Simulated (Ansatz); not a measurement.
## NaI under strains and displacements

All numbers below come from DFT PBE, scalar-relativistic, plane waves, PAW (Ansatz).

Cutoff 420 eV; k points 6×6×6 on the computed 2-atom cell (Γ-centred); Gaussian smearing, width 0.02 eV; no spin polarisation.

Reference cell:

```yaml
crystal:
  lattice:
    - [0.00000, 3.23640, 3.23640]
    - [3.23640, 0.00000, 3.23640]
    - [3.23640, 3.23640, 0.00000]
  atoms:
    - { symbol: Na, position: [0.00000, 0.00000, 0.00000] }
    - { symbol: I, position: [0.50000, 0.50000, 0.50000] }
```

Each variant moves atoms of this cell by the vectors given, if any (Å), and then applies a symmetric strain (tensor components, Cartesian axes). The reference cell isn't relaxed at this level. Energies are per atom at zero smearing, counted from the lowest variant. Pressure is positive in compression.

1. strain (xx yy zz yz xz xy, %) -3.44 -3.44 -3.44 1.00 -1.00 -1.00
2. strain (xx yy zz yz xz xy, %) 0.22 3.32 -2.57 0.47 -1.16 1.76; moves: Na1 (-0.052, -0.226, -0.093); I2 (0.052, 0.226, 0.093)
3. no strain; moves: Na1 (0.132, 0.070, 0.016)
4. strain (xx yy zz yz xz xy, %) -5.64 3.36 3.36 0.00 0.00 0.00
5. strain (xx yy zz yz xz xy, %) -1.82 -3.06 -2.12 -2.00 0.83 0.53; moves: Na1 (-0.095, 0.032, -0.001); I2 (0.095, -0.032, 0.001)
6. strain (xx yy zz yz xz xy, %) -0.60 -0.60 -0.60 2.00 -2.00 2.00; moves: Na1 (-0.144, 0.144, -0.144); I2 (0.144, -0.144, 0.144)
7. strain (xx yy zz yz xz xy, %) 3.85 3.85 3.85 0.00 0.00 0.00

(1) Order the variants by energy, lowest first.

(2) Order them by pressure, highest first.

## Answers

(1) 3 (0.0 meV/atom), 7 (5.3 meV/atom), 4 (10.4 meV/atom), 5 (24.7 meV/atom), 1 (26.7 meV/atom), 2 (49.9 meV/atom), 6 (51.5 meV/atom).

(2) 1 (2.71 GPa), 5 (2.11 GPa), 6 (1.84 GPa), 2 (1.54 GPa), 4 (0.64 GPa), 3 (0.54 GPa), 7 (-1.08 GPa).